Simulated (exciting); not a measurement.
# Sb (R-3m) in exciting: a series of runs

One crystal, Sb, is run at these levels: RPBE+TS, LDA; tasks: density of states, G0W0 quasiparticle levels.

Program: exciting (release sodium). These are calculated values, not measurements. Logs are shortened: lines on timing, memory, paths and dates and some standing lists are left out, and cuts for length are marked.

## 1. Starting point

Symmetry: R-3m, No. 166, trigonal system. Conventional cell: a = 4.308 Å, b = 4.308 Å, c = 11.274 Å, α = 90.00°, β = 90.00°, γ = 120.00°. Sb (site symmetry 3m) has 3 Sb at 2.91 Å as nearest neighbours.

## 2. Density of states, RPBE+TS, spin-orbit coupling, no magnetisation (volume scaled by 1.04)

input.xml

```xml
<input>
  <title>Sb</title>
  <structure speciespath="./" tshift="false">
    <crystal scale="8.6284267713">
      <basevect>0.478003471540 0.275975432963 0.833876634516</basevect>
      <basevect>-0.478003471540 0.275975432963 0.833876634516</basevect>
      <basevect>0.000000000000 -0.551950865948 0.833876634516</basevect>
    </crystal>
    <species speciesfile="Sb.xml" rmt="2.3">
      <atom coord="0.766510000000 0.766510000000 0.766510000000"/>
      <atom coord="0.233490000000 0.233490000000 0.233490000000"/>
    </species>
  </structure>
  <groundstate do="fromscratch" ngridk="5 5 5" rgkmax="8" gmaxvr="14" lmaxapw="10" lmaxmat="10" lmaxvr="8" stype="Gaussian" swidth="0.00183747" nempty="46" ValenceRelativity="iora*" epsengy="1e-05" epspot="1e-05" maxscl="100" outputlevel="normal" mixer="lin">
    <libxc exchange="XC_GGA_X_RPBE" correlation="XC_GGA_C_PBE"/>
    <spin spinorb="true"/>
  </groundstate>
  <properties>
    <dos nwdos="300" winddos="-0.3 0.3" inttype="tetra" ngrdos="100" nsmdos="1" lmirep="true"/>
    <chargedensityplot>
      <plot3d>
        <box grid="23 23 23">
          <origin coord="0 0 0"/>
          <point coord="1 0 0"/>
          <point coord="0 1 0"/>
          <point coord="0 0 1"/>
        </box>
      </plot3d>
    </chargedensityplot>
    <elfplot>
      <plot3d>
        <box grid="23 23 23">
          <origin coord="0 0 0"/>
          <point coord="1 0 0"/>
          <point coord="0 1 0"/>
          <point coord="0 0 1"/>
        </box>
      </plot3d>
    </elfplot>
    <exccplot>
      <plot3d>
        <box grid="23 23 23">
          <origin coord="0 0 0"/>
          <point coord="1 0 0"/>
          <point coord="0 1 0"/>
          <point coord="0 0 1"/>
        </box>
      </plot3d>
    </exccplot>
    <TSvdW/>
  </properties>
</input>
```

Potentials or basis: all-electron LAPW+lo, shipped species files, valence relativity iora*.

Command:

```console
OMP_NUM_THREADS=1 exciting_smp
```

INFO.OUT:

```text
================================================================================
EXCITING SODIUM started
[... 10 lines left out ...]

 Lattice vectors (cartesian) :
      4.1244179506      2.3812338140      7.1950434772
     -4.1244179506      2.3812338140      7.1950434772
      0.0000000000     -4.7624676282      7.1950434772

 Reciprocal lattice vectors (cartesian) :
      0.7617056979      0.4397709897      0.2910885958
     -0.7617056979      0.4397709897      0.2910885958
     -0.0000000000     -0.8795419795      0.2910885958

 Unit cell volume                           :     423.9839165392
 Brillouin zone volume                      :       0.5850462807

 Species :    1 (Sb)
     parameters loaded from                 :    Sb.xml
     name                                   :    antimony
     nuclear charge                         :     -51.00000000
     electronic charge                      :      51.00000000
     atomic mass                            :  221954.90190000
     muffin-tin radius                      :       2.30000000
     # of radial points in muffin-tin       :     400

     atomic positions (lattice) :
       1 :   0.76651000  0.76651000  0.76651000
       2 :   0.23349000  0.23349000  0.23349000

 Total number of atoms per unit cell        :       2

 Spin treatment                             :    spin-polarised
 Spin-orbit coupling is included
 Global magnetic field (cartesian) :        0.00000000   0.00000000   0.00000000
 non-collinear magnetisation

 Number of Bravais lattice symmetries       :      12
 Number of crystal symmetries               :      12

 k-point grid                               :       5    5    5
 Total number of k-points                   :      19
 k-point set is reduced with crystal symmetries

 R^MT_min * |G+k|_max (rgkmax)              :       8.00000000
 Species with R^MT_min                      :       1 (Sb)
 Maximum |G+k| for APW functions            :       3.47826087
 Maximum |G| for potential and density      :      14.00000000

 G-vector grid sizes                        :      40    40    40
 Total number of G-vectors                  :   19707

 Maximum angular momentum used for
     APW functions                          :      10
     computing H and O matrix elements      :      10
     potential and density                  :       8
     inner part of muffin-tin               :       2

 Total nuclear charge                       :    -102.00000000
 Total electronic charge                    :     102.00000000
 Total core charge                          :      72.00000000
 Total valence charge                       :      30.00000000

 Number of empty states                     :      46
 Total number of valence states             :     124

 Maximum Hamiltonian size                   :     335
 Maximum number of plane-waves              :     307
 Total number of local-orbitals             :      28

 Exchange-correlation type                  :     100
     libxc; exchange: Hammer, Hansen, and Norskov; correlation: Perdew, Burke & Ernzerhof (see libxc for references)

 Smearing scheme                            :    Gaussian
 Smearing width                             :       0.00183747

 Using adaptive step size linear potential mixing

++++++++++++++++++++++++++++++++++++++++++++++++++++++++++++++++++++++++++++++++
[... 14 lines left out ...]
+ SCF iteration number :    1                                                  +
++++++++++++++++++++++++++++++++++++++++++++++++++++++++++++++++++++++++++++++++
 Total energy                               :    -12967.30143724
 _______________________________________________________________
 Fermi energy                               :         0.24114447
 Kinetic energy                             :     13685.29193777
 Coulomb energy                             :    -26310.46448990
 Exchange energy                            :      -336.61066145
 Correlation energy                         :        -5.51822366
 No external B-field energy in total energy

 DOS at Fermi energy (states/Ha/cell)       :         0.01199508

 Electron charges :
     core                                   :        72.00000000
     core leakage                           :         0.00748789
     valence                                :        30.00000000
     interstitial                           :         5.77710782
     charge in muffin-tin spheres :
                  atom     1    Sb          :        48.11144609
                  atom     2    Sb          :        48.11144609
     total charge in muffin-tins            :        96.22289218
     total charge                           :       102.00000000

 Moments :
     interstitial                 :    -0.00000000     0.00000000     0.00000000
     moment in muffin-tin spheres :
         atom     1    Sb         :     0.00000000    -0.00000000     0.00000000
         atom     2    Sb         :    -0.00000000    -0.00000000    -0.00000000
     total moment in muffin-tins  :     0.00000000    -0.00000000     0.00000000
     total moment                 :     0.00000000    -0.00000000     0.00000000

++++++++++++++++++++++++++++++++++++++++++++++++++++++++++++++++++++++++++++++++
+ SCF iteration number :    2                                                  +
++++++++++++++++++++++++++++++++++++++++++++++++++++++++++++++++++++++++++++++++
 Total energy                               :    -12967.47295961
 _______________________________________________________________
 Fermi energy                               :         0.23899422
 Kinetic energy                             :     13684.90189594
 Coulomb energy                             :    -26310.24642193
 Exchange energy                            :      -336.61022877
 Correlation energy                         :        -5.51820485
 No external B-field energy in total energy

 DOS at Fermi energy (states/Ha/cell)       :         0.01419949

 Electron charges :
     core                                   :        72.00000000
     core leakage                           :         0.00747383
     valence                                :        30.00000000
     interstitial                           :         5.77614777
     charge in muffin-tin spheres :
                  atom     1    Sb          :        48.11192611
                  atom     2    Sb          :        48.11192611
     total charge in muffin-tins            :        96.22385223
     total charge                           :       102.00000000

 Moments :
     interstitial                 :     0.00000000    -0.00000000     0.00000000
     moment in muffin-tin spheres :
         atom     1    Sb         :     0.00000000    -0.00000000     0.00000000
         atom     2    Sb         :     0.00000000    -0.00000000    -0.00000000
     total moment in muffin-tins  :     0.00000000    -0.00000000     0.00000000
     total moment                 :     0.00000000    -0.00000000     0.00000000

 RMS change in effective potential (target) :  0.210937E-01  ( 0.100000E-04)
 Absolute change in total energy   (target) :  0.171522      ( 0.100000E-04)
 Charge distance                   (target) :  0.240756E-03  ( 0.100000E-04)
[... 692 lines left out ...]
 Moments :
     interstitial                 :     0.00000000    -0.00000000     0.00000000
     moment in muffin-tin spheres :
         atom     1    Sb         :    -0.00000000     0.00000000    -0.00000000
         atom     2    Sb         :    -0.00000000     0.00000000     0.00000000
     total moment in muffin-tins  :    -0.00000000     0.00000000     0.00000000
     total moment                 :     0.00000000     0.00000000     0.00000000

 RMS change in effective potential (target) :  0.118762E-06  ( 0.100000E-04)
 Absolute change in total energy   (target) :  0.515547E-05  ( 0.100000E-04)
 Charge distance                   (target) :  0.822344E-08  ( 0.100000E-04)

++++++++++++++++++++++++++++++++++++++++++++++++++++++++++++++++++++++++++++++++
+ SCF iteration number :   22                                                  +
++++++++++++++++++++++++++++++++++++++++++++++++++++++++++++++++++++++++++++++++
 Total energy                               :    -12967.92073556
 _______________________________________________________________
 Fermi energy                               :         0.23242834
 Kinetic energy                             :     13683.85054034
 Coulomb energy                             :    -26309.64613772
 Exchange energy                            :      -336.60705018
 Correlation energy                         :        -5.51808800
 No external B-field energy in total energy

 DOS at Fermi energy (states/Ha/cell)       :         0.01671492

 Electron charges :
     core                                   :        72.00000000
     core leakage                           :         0.00743883
     valence                                :        30.00000000
     interstitial                           :         5.77565626
     charge in muffin-tin spheres :
                  atom     1    Sb          :        48.11217187
                  atom     2    Sb          :        48.11217187
     total charge in muffin-tins            :        96.22434374
     total charge                           :       102.00000000

 Moments :
     interstitial                 :     0.00000000     0.00000000    -0.00000000
     moment in muffin-tin spheres :
         atom     1    Sb         :    -0.00000000    -0.00000000     0.00000000
         atom     2    Sb         :     0.00000000     0.00000000    -0.00000000
     total moment in muffin-tins  :    -0.00000000     0.00000000     0.00000000
     total moment                 :     0.00000000     0.00000000    -0.00000000

 RMS change in effective potential (target) :  0.978474E-07  ( 0.100000E-04)
 Absolute change in total energy   (target) :  0.204138E-05  ( 0.100000E-04)
 Charge distance                   (target) :  0.283458E-08  ( 0.100000E-04)

++++++++++++++++++++++++++++++++++++++++++++++++++++++++++++++++++++++++++++++++
| Convergency criteria checked for the last 2 iterations                       +
| Convergence targets achieved. Performing final SCF iteration                 +
++++++++++++++++++++++++++++++++++++++++++++++++++++++++++++++++++++++++++++++++
 Total energy                               :    -12967.92073477
 _______________________________________________________________
 Fermi energy                               :         0.23242835
 Kinetic energy                             :     13683.85054058
 Coulomb energy                             :    -26309.64613717
 Exchange energy                            :      -336.60705018
 Correlation energy                         :        -5.51808800
 No external B-field energy in total energy

 DOS at Fermi energy (states/Ha/cell)       :         0.01671492

 Electron charges :
     core                                   :        72.00000000
     core leakage                           :         0.00743883
     valence                                :        30.00000000
     interstitial                           :         5.77565626
     charge in muffin-tin spheres :
                  atom     1    Sb          :        48.11217187
                  atom     2    Sb          :        48.11217187
     total charge in muffin-tins            :        96.22434374
     total charge                           :       102.00000000

 Moments :
     interstitial                 :     0.00000000    -0.00000000     0.00000000
     moment in muffin-tin spheres :
         atom     1    Sb         :    -0.00000000     0.00000000    -0.00000000
         atom     2    Sb         :     0.00000000     0.00000000     0.00000000
     total moment in muffin-tins  :    -0.00000000     0.00000000    -0.00000000
     total moment                 :     0.00000000     0.00000000     0.00000000

++++++++++++++++++++++++++++++++++++++++++++++++++++++++++++++++++++++++++++++++
[... 12 lines left out ...]
| EXCITING SODIUM stopped                                                      =
================================================================================
```

Run time: 5.5 min. Hardware: 1 thread of AMD EPYC 7R43 (Zen 3), shared host; peak memory 0.17 GiB.

Results:

| Quantity | Value |
| --- | --- |
| Band gap on the k mesh | 0.29 eV, indirect (least direct gap 0.57 eV) |
| All electrons inside the program's atomic spheres | Sb 48.11 (radii Sb 2.3 bohr) |
| Dispersion energy per atom | -0.281 eV |

Levels at points of the mesh, in eV from the valence-band top:
```tsv
k point	band 26	band 27	band 28	band 29	band 30	band 31	band 32	band 33	band 34	band 35
(0.00, 0.00, 0.00)	-2.20	-1.54	-1.54	-1.38	-1.38	1.96	1.96	2.70	2.70	3.00
```

States per cell in windows of 1 eV (zero at the valence-band top; states under -8 eV left out):
```tsv
from (eV)	total	Sb2 p	Sb1 p	Sb1 s	Sb2 s	Sb1 d	Sb2 d
-8.0	0.52	0.01	0.01	0.14	0.14	0.00	0.00
-7.0	0.21	0.00	0.00	0.06	0.06	0.00	0.00
-6.0	0.11	0.01	0.01	0.02	0.02	0.00	0.00
-5.0	0.74	0.11	0.11	0.01	0.01	0.00	0.00
-4.0	1.40	0.23	0.23	0.02	0.02	0.01	0.01
-3.0	1.57	0.27	0.27	0.02	0.02	0.01	0.01
-2.0	1.75	0.30	0.30	0.04	0.04	0.01	0.01
-1.0	0.46	0.07	0.07	0.02	0.02	0.00	0.00
0.0	0.46	0.07	0.07	0.02	0.02	0.01	0.01
1.0	1.97	0.33	0.33	0.06	0.06	0.03	0.03
2.0	1.36	0.22	0.22	0.03	0.03	0.02	0.02
3.0	1.30	0.24	0.24	0.02	0.02	0.02	0.02
4.0	1.45	0.20	0.20	0.01	0.01	0.03	0.03
5.0	1.30	0.15	0.15	0.01	0.01	0.04	0.04
6.0	1.02	0.07	0.07	0.00	0.00	0.04	0.04
7.0	1.44	0.06	0.06	0.01	0.01	0.07	0.07
```

Caveat: total energies with spin-orbit coupling aren't reliable in this program, so none is listed and the log's shouldn't be used; the dispersion energy is computed afterwards and isn't part of the total energy; the tetrahedron DOS on this energy grid can lose part of the weight of narrow d or f bands; an odd mesh through Γ misses points on the zone boundary, where band edges often lie.

(Continued in part 2 of 2.)
